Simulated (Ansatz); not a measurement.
The system is BaTiO3.

```xyz
5
Lattice="2.8277 1.6326 2.3177 -2.8277 1.6326 2.3177 0.0000 -3.2651 2.3177" Properties=species:S:1:pos:R:3 pbc="T T T"
Ba   -2.7004    1.6624    2.3728
Ti   -0.0605   -0.0667    3.6407
O    -0.0308   -1.5655    4.5301
O    -1.4487    0.8432    4.4791
O     1.4127    0.7592    4.5299
```

| Property | Result |
| --- | --- |
| Program | Ansatz 0.2.0 |
| Task | relaxation of cell and atoms |
| Functional | BLYP |
| Dispersion | D3(BJ) |
| Potentials or basis | Ansatz PAW |
| Cutoff | 420 eV (not typed: the program's choice for these potentials) |
| k mesh | 7 × 7 × 7 |
| Occupations | fermi-dirac, width 0.05 eV |
| Spin | no spin polarisation |

At the start: volume 12.84 Å³/atom.

Problem. Where does the relaxation end?

Solution. It ends after 9 steps and the volume is 13.06 Å³/atom (+1.7 %); space group R3m (No. 160, to 0.05 Å).

The path:
```
step  energy change (eV)  largest force (eV/Å)  volume (Å³)
   1              0.0000                2.3013        64.20
   2             -0.1918                1.0199        66.20
   3             -0.2315                0.0291        63.33
   4             -0.2625                0.0923        65.36
   5             -0.2658                0.0135        65.26
   6             -0.2659                0.0023        65.25
   7             -0.2704                0.0022        65.25
   8             -0.2702                0.0005        65.32
   9             -0.2705                0.0005        65.32
```

Final structure:
```yaml
crystal:
  lattice:
    - [2.84310, 1.65199, 2.32512]
    - [-2.84333, 1.65215, 2.32529]
    - [0.00003, -3.29340, 2.31764]
  atoms:
    - { symbol: Ba, position: [0.00282, 0.00284, 0.98867] }
    - { symbol: Ti, position: [0.51519, 0.51525, 0.47630] }
    - { symbol: O, position: [0.48940, 0.48939, 0.00959] }
    - { symbol: O, position: [0.48941, 0.98183, 0.50207] }
    - { symbol: O, position: [0.98188, 0.48939, 0.50208] }
```

Caveat: the plane-wave basis is chosen anew once the cell has moved, so the energies of steps on either side of that aren't comparable; the pressure holds a Pulay correction of +0.6 GPa for the finite cutoff; the PAW data sets come from PBE, with cores solved anew for the run's functional, which leaves a small shift of forces and pressure.
